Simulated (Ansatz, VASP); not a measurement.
**C in VASP and in Ansatz**

```xyz
2
Lattice="1.2633 0.7294 3.4454 -1.2633 0.7294 3.4454 0.0000 -1.4587 3.4454" Properties=species:S:1:pos:R:3 pbc="T T T"
C     0.0000    0.0000    1.6636
C     0.0000    0.0000    8.6727
```

Change from the starting cell: mode 4 frozen in at -0.057 Å, equal normal strain along x, y and z +0.0250.

Alike in both runs: task single point; functional PBE; dispersion D3(BJ); k mesh 15 × 15 × 15; occupations gaussian, width 0.05 eV; no spin polarisation.

|  | VASP | Ansatz |
| --- | --- | --- |
| version | VASP 6.6.1 | Ansatz 0.2.0 |
| potentials or method | VASP PAW PBE potentials, release 64 (C) | scalar-relativistic, plane waves, PAW |
| plane-wave cutoff (eV) | 520 | 520 |
| valence electrons in the cell | 8 | 8 |

|  | VASP | Ansatz | Ansatz less VASP |
| --- | --- | --- | --- |
| gap on the k mesh at the Fermi level (eV) | 0.76 | 0.76 | 0.000 |
| least direct gap on the mesh (eV) | 0.76 | 0.76 | 0.000 |
| pressure (GPa) | -18.9 | -19.2 | -0.36 |
| largest component of the traceless stress (GPa) | 16.06 | 16.49 | +0.423 |
| rms of the force components (eV/Å) | 1.113 | 1.117 | +0.0039 |

Atom by atom the forces differ by 0.004 eV/Å (rms over components).

Caveats: so large a pressure means that the cell lies far from this level's equilibrium, or that cutoff or potentials fall short (VASP); an odd mesh through Γ misses points on the zone boundary, where band edges often lie; forces of over 1 eV/Å show positions far from the minimum, so gaps and moduli don't describe the material at rest.
